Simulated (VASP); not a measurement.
Runs of VASP 6.6.1 on GaAs. The structure is cubic, space group F-43m (No. 216). Conventional cell: a = 5.663 Å, b = 5.663 Å, c = 5.663 Å, α = 90.00°, β = 90.00°, γ = 90.00°. Ga (site symmetry -43m) is surrounded by 4 As at 2.45 Å. As (site symmetry -43m) is surrounded by 4 Ga at 2.45 Å. 

```csv
task,level,potentials or basis,cell,cutoff (eV),gap on the mesh (eV),pressure (GPa)
band structure,TB-mBJ,"VASP PAW PBE potentials, release 64 (Ga_d, As)",as given,520,1.55,-
relaxation of cell and atoms,PBEsol,"VASP PAW PBE potentials, release 64 (Ga_d, As)",relaxed,600,0.42,0.0
band structure,LDA,"VASP PAW LDA potentials, release 64 (Ga_d, As)",as given,520,0.30,-1.9
band structure,r2SCAN,"VASP PAW PBE potentials, release 64 (Ga_d, As)",as given,520,(b),(a)
```

Alike in all rows: no spin polarisation; k mesh 10 × 10 × 10; smearing gaussian 0.03 eV.

**Question.** Fill in the values left out.

**Answer.** (a) 0.3; (b) 0.96.

Caveats: the PAW data sets were made with another functional, which shifts forces and pressure a little (some runs); the relaxation stopped at its first step, so nothing moved (some runs).

A k mesh can miss the band edges, and the runs leave out spin-orbit coupling on As, Ga.

Runs at the PBE level aren't shown here.
